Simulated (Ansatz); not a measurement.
# MgO (Periclase): O vacancy

A defect calculation: O vacancy in MgO (Periclase), supercell of 32 sites, in the charges 0, -1, -2.

The COD entry's cell or inner coordinates are ideal or old and differ from later refinements, so a difference from it is no clean test against experiment.

Program: Ansatz 0.2.0. Level of theory: DFT PBE, scalar-relativistic, plane waves, PAW. These are calculated values, not measurements.

2 further runs of the same task are left out: 2 set aside as unsound or not needed.

## 1. The starting structure

It takes space group Fm-3m (No. 225, cubic). The conventional cell has a = 4.254 Å, b = 4.254 Å, c = 4.254 Å, α = 90.00°, β = 90.00°, γ = 90.00°. Mg (site symmetry m-3m) has 6 O at 2.13 Å as nearest neighbours. Around O (site symmetry m-3m) lie 6 Mg at 2.13 Å.

Coordinates:

```
CELL_PARAMETERS angstrom
0.00000 2.12685 2.12685
2.12685 0.00000 2.12685
2.12685 2.12685 0.00000
ATOMIC_POSITIONS crystal
Mg 0.00000 0.00000 0.00000
O 0.50000 0.50000 0.50000
```

It is the result of an earlier relaxation at this level (volume 9.62 Å³/atom; gap on the mesh: 4.46 eV).

The host's static dielectric tensor, from an earlier linear-response run, has a mean of 11.19.

The perfect supercell (rows -1 3 -1; -1 -1 3; 3 -1 -1 in vectors of this cell) was computed beforehand with the same settings: E(σ→0) = -39906.2255 eV for 32 atoms, gap 5.89 eV on its own mesh.

## 2. Setting up the defect

The atom at (0.750, 0.250, 0.500) of the supercell is taken out. A small random displacement (spread 0.05 Å) lets the symmetry of the site break. Its neighbours are 5 Mg at 2.13 Å.

## 3. Relaxing the defect, charge 0

Input file input.yaml:

```yaml
crystal:
  lattice:
    - [4.2537045297, -4.2537045297, 4.2537045297]
    - [4.2537045297, 4.2537045297, -4.2537045297]
    - [-4.2537045297, 4.2537045297, 4.2537045297]
  atoms:
    - { symbol: Mg, position: [0.25, 0.25, 0.5] }
    - { symbol: Mg, position: [0.4949356404, 0.0013321602, 0.4837429129] }
    - { symbol: Mg, position: [0.7493807893, 0.4997116458, 0.7583729492] }
    - { symbol: Mg, position: [0.75, 0.75, 0.5] }
    - { symbol: Mg, position: [0.0242589314, 0.266021892, 0.7654220876] }
    - { symbol: Mg, position: [0.25, 0.0, 0.75] }
    - { symbol: Mg, position: [0.5, 0.5, 0.0] }
    - { symbol: Mg, position: [0.5, 0.75, 0.75] }
    - { symbol: Mg, position: [0.75, 0.25, 0.0] }
    - { symbol: Mg, position: [0.0, 0.0, 0.0] }
    - { symbol: Mg, position: [0.25, 0.5, 0.25] }
    - { symbol: Mg, position: [0.25, 0.75, 0.0] }
    - { symbol: Mg, position: [0.498026404, 0.2455953513, 0.2458084409] }
    - { symbol: Mg, position: [0.7642766167, 0.0124565034, 0.2498171374] }
    - { symbol: Mg, position: [0.0, 0.75, 0.25] }
    - { symbol: O, position: [0.0, 0.0, 0.5] }
    - { symbol: O, position: [0.25, 0.75, 0.5] }
    - { symbol: O, position: [0.5, 0.25, 0.75] }
    - { symbol: O, position: [0.5, 0.5, 0.5] }
    - { symbol: O, position: [0.75, 0.0, 0.75] }
    - { symbol: O, position: [0.0, 0.75, 0.75] }
    - { symbol: O, position: [0.25, 0.25, 0.0] }
    - { symbol: O, position: [0.25, 0.5, 0.75] }
    - { symbol: O, position: [0.5, 0.0, 0.0] }
    - { symbol: O, position: [0.75, 0.75, 0.0] }
    - { symbol: O, position: [0.0, 0.25, 0.25] }
    - { symbol: O, position: [0.0, 0.5, 0.0] }
    - { symbol: O, position: [0.25, 0.0, 0.25] }
    - { symbol: O, position: [0.5, 0.75, 0.25] }
    - { symbol: O, position: [0.75, 0.5, 0.25] }
  host:
    lattice:
      - [0.0, 2.1268522649, 2.1268522649]
      - [2.1268522649, 0.0, 2.1268522649]
      - [2.1268522649, 2.1268522649, 0.0]
    atoms:
      - { symbol: Mg, position: [0.0, 0.0, 0.0] }
      - { symbol: O, position: [0.5, 0.5, 0.5] }
basis:
  ecutwfc: 420
  xc_grid: 2
kpoints:
  mp_grid: { grid: [2, 2, 2], shift: [0.5, 0.5, 0.5] }
hamiltonian:
  xc: pbe
scf:
  occupations: { method: gaussian, width: 0.01 }
output:
  forces: true
  stress: false
  eigenvalues: true
  charged_corrections:
    defect_position: [0.75, 0.25, 0.5]
    epsilon: [[11.1945, 0.0, 0.0], [0.0, 11.1945, 0.0], [0.0, 0.0, 11.1945]]
relax:
  adjacent_minimum: "off"
  f_tol: 0.025
  max_steps: 60
```

Launch:

```console
$ ansatz run input.yaml --threads 8 --pin off --max-ram 22528MiB --backend cpu --events-out ev --progress --plain --runs-dir out
```

The session goes on with these runs: charge state -1; charge -1, second spin start; charge state -2.

Q: Predict the outcome of this session. Wanted: formation energy, neutral; nearest atoms after relaxation, one image of each, neutral.

The runs gave:

```
                                                  quantity                           value
                                 formation energy, neutral                         9.05 eV
nearest atoms after relaxation, one image of each, neutral  1 Mg at 2.26 Å, 4 Mg at 2.29 Å
                        level (0/-1) above the valence top                         2.71 eV
                       level (-1/-2) above the valence top                         3.84 eV
```

**Reading.** Forming the neutral defect takes 9.05 eV with the elements as reservoirs. With elemental O as the reservoir this is the highest cost; O-poor conditions lower it. Spin polarisation was off in the neutral run, so a moment could not show there. Among the charges computed the stable one is 0 at the valence top, changing to -1 at 2.71 eV, changing to -2 at 3.84 eV, in a gap of 4.46 eV. The alignment term, up to 1.55 eV here, is marked as doubtful by the program in a cell of this size. Levels are placed in the host's Kohn-Sham gap, which is usually too small at this level and squeezes them. With 32 host sites the defect feels its images, so energies are good to tenths of an eV at best. Other minima may exist.
